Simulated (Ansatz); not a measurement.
Crystal: CaF2 (Fluorite).

```
CELL_PARAMETERS angstrom
0.00000 2.73100 2.73100
2.73100 0.00000 2.73100
2.73100 2.73100 0.00000
ATOMIC_POSITIONS crystal
Ca 0.00000 0.00000 0.00000
F 0.75000 0.75000 0.75000
F 0.25000 0.25000 0.25000
```

Program: Ansatz 0.2.0. Alike in all runs: potentials or basis Ansatz PAW; no spin polarisation; cell as given.

Task: Order these runs on this cell by their pressure, lowest first.
A. level r2SCANh; k mesh 4 × 4 × 4; cutoff (eV) 500; smearing fermi-dirac 0.05 eV; points for each segment of the path 4; mesh quality coarse
B. level r2SCAN50; k mesh 4 × 4 × 4; cutoff (eV) 500; smearing fermi-dirac 0.05 eV; points for each segment of the path 4; mesh quality coarse
C. level PBE; k mesh 8 × 8 × 8; cutoff (eV) 420; smearing gaussian 0.029 eV; mesh quality not flagged

Result: B (-3.0 GPa), A (-1.5 GPa), C (2.2 GPa).

Caveats: some runs use coarse meshes; the PAW data sets come from PBE, with cores solved anew for the run's functional, which leaves a small shift of forces and pressure (some runs); the thresholds are loose for stress (some runs).
